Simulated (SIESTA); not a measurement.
Crystal: NiO.

```xyz
2
Lattice="0.0000 2.0859 2.0859 2.0859 0.0000 2.0859 2.0859 2.0859 0.0000" Properties=species:S:1:pos:R:3 pbc="T T T"
Ni    0.0000    0.0000    0.0000
O     2.0859    2.0859    2.0859
```

Program: SIESTA 5.4.2. Alike in all runs: task band structure; spin collinear, ferromagnetic start; cell as given; k mesh 11 × 11 × 11; smearing fermi-dirac 0.05 eV; grid cutoff 800 Ry; energy shift 0.003 Ry.

Task: Order these runs on this cell by their pressure, lowest first.
A. level PBEsol; potentials or basis PseudoDojo 0.4 standard (PBEsol files), SZ (energy shift 0.003 Ry)
B. level PBEsol; potentials or basis PseudoDojo 0.4 standard (PBEsol files), DZ (energy shift 0.003 Ry; two zetas on semicore shells)
C. level PBE; potentials or basis PseudoDojo 0.4 standard (PBE files), DZP (energy shift 0.003 Ry; two zetas on semicore shells)
D. level PBEsol; potentials or basis PseudoDojo 0.4 standard (PBEsol files), TZP (energy shift 0.003 Ry; two zetas on semicore shells)
E. level PBEsol; potentials or basis PseudoDojo 0.4 standard (PBEsol files), SZP (energy shift 0.003 Ry)

Result: B (-10.6 GPa), D (-7.7 GPa), A (-3.9 GPa), E (-0.1 GPa), C (6.4 GPa).

Caveats: short orbitals over semicore shells can move pressures by several GPa; the basis of atomic orbitals isn't converged, which shifts pressures, moduli and gaps; a cell with one magnetic atom can't hold antiferromagnetic order, which such compounds often take (some runs); the basis has no polarisation orbitals (some runs).
